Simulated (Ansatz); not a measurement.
Electric field gradients in SiC

The cell is a computed structure from the Materials Project (it need not be an observed phase), atoms as given.

Space group P6_3mc (No. 186); a = 3.0766, c = 15.0981 Å, γ = 120.00°.

| site | Wyckoff | site symmetry | x | y | z |
| --- | --- | --- | --- | --- | --- |
| Si1 | 2b | 3m. | 0.3333 | 0.6667 | 0.8330 |
| Si3 | 2b | 3m. | 0.6667 | 0.3333 | 0.6665 |
| Si5 | 2a | 3m. | 0.0000 | 0.0000 | 0.4997 |
| C7 | 2a | 3m. | 0.0000 | 0.0000 | 0.8744 |
| C9 | 2b | 3m. | 0.3333 | 0.6667 | 0.7080 |
| C11 | 2b | 3m. | 0.6667 | 0.3333 | 0.5415 |

One atom of each set is listed.

Level of theory: DFT, PBE, plane waves and PAW, scalar-relativistic, 420 eV cutoff, Γ-centred 10×10×2 k-points, Fermi–Dirac smearing 0.02 eV (Ansatz 0.2.0).

C_Q = eQV_zz/h, which is 24.18 MHz for Q = 1 b and V_zz = 10²¹ V/m²; η = (V_xx − V_yy)/V_zz.

```
site  atoms          first shell  V_zz (10²¹ V/m²)     η  C_Q (MHz)
 Si1      2   4 C at 1.88–1.89 Å              0.25  0.00          –
 Si3      2   4 C at 1.88–1.89 Å              0.20  0.00          –
 Si5      2        4 C at 1.89 Å            -0.064  0.00          –
  C7      2  4 Si at 1.88–1.89 Å              0.20  0.00          –
  C9      2  4 Si at 1.88–1.89 Å             0.018  0.00          –
 C11      2       4 Si at 1.89 Å             0.052  0.00          –
```

An axis of threefold or higher order runs through Si1, Si3, Si5, C7, C9 and C11, so V_zz lies along it and η is zero.

Si, C have no stable isotope with a ground-state quadrupole moment in the table, so no C_Q is given.
